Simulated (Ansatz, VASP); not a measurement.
**ZrC: VASP beside Ansatz**

```
Zr C
1.0
     3.37576    0.00000    0.00000
    -1.68788    2.92349    0.00000
     0.00000    0.00000    5.28230
Zr C
2 2
Direct
  0.33333 0.66667 0.25000
  0.66667 0.33333 0.75000
  0.00000 0.00000 0.00000
  0.00000 0.00000 0.50000
```

The cell comes from a database or a generator and needn't be the stable form of this composition.

Alike in both runs: task single point; functional PBE; k mesh 18 × 18 × 10; occupations gaussian, width 0.15 eV; no spin polarisation.

|  | VASP | Ansatz |
| --- | --- | --- |
| version | VASP 6.6.1 | Ansatz 0.2.0 |
| potentials or method | VASP PAW PBE potentials, release 64 (Zr_sv, C) | scalar-relativistic, plane waves, PAW |
| plane-wave cutoff (eV) | 520 | 420 |
| valence electrons in the cell | 32 | 32 |

```csv
,VASP,Ansatz,Ansatz less VASP
gap on the k mesh at the Fermi level (eV),none,none,-
pressure (GPa),0.3,0.0,-0.24
largest component of the traceless stress (GPa),0.47,0.48,+0.009
```

A gap of «none» marks a metal or a gap that the smearing closes.
